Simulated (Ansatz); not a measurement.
# Cu under changes of volume

One of the cells (11.994 Å³/atom); the others are scaled copies at fixed shape and fractional positions:

```
Cu
1.0
     1.21846   -3.97638    0.00000
     1.21846    3.97638    0.00000
     0.00000    0.00000    2.47550
Cu
2
Direct
  0.86613 0.13387 0.75000
  0.13387 0.86613 0.25000
```

This isn't the form of Cu at room conditions, which is fcc.

- Program: Ansatz 0.2.0
- Functional: PBEsol
- Potentials or basis: JTH PAW
- Cutoff: 1350 eV (not typed: the program's choice for these potentials)
- k mesh: 11 × 11 × 11
- Occupations: fermi-dirac, width 0.05 eV
- Spin: no spin polarisation

| volume (Å³/atom) | energy over the lowest point (meV/atom) | pressure (GPa) | largest force (eV/Å) |
| --- | --- | --- | --- |
| 11.274 | 15.23 | 9.0 | 0.081 |
| 11.514 | ? | ? | ? |
| 11.754 | 0.00 | 1.5 | 0.021 |
| 11.994 | 0.11 | -1.6 | 0.006 |
| 12.234 | 4.61 | -4.3 | 0.030 |
| 12.474 | 12.97 | -6.7 | 0.052 |
| 12.714 | 24.75 | -8.9 | 0.072 |

Question: What does the run at 11.514 Å³/atom give?

Answer: Energy over the lowest point 4.83 meV/atom; pressure 5.0 GPa; largest force 0.050 eV/Å.

Worked out: A Birch-Murnaghan fit of order 3 (a polynomial in V^(-2/3)) to the other rows has its minimum at 11.87 Å³/atom with B0 = V·E''(V) = 154 GPa and B' = 5.1 at fixed shape and positions, which overstates the stiffness. It gives 4.82 meV/atom at 11.514 Å³/atom, against the run's 4.83, and -dE/dV = 5.0 GPa, against 5.0.

Energies are extrapolated to zero smearing.
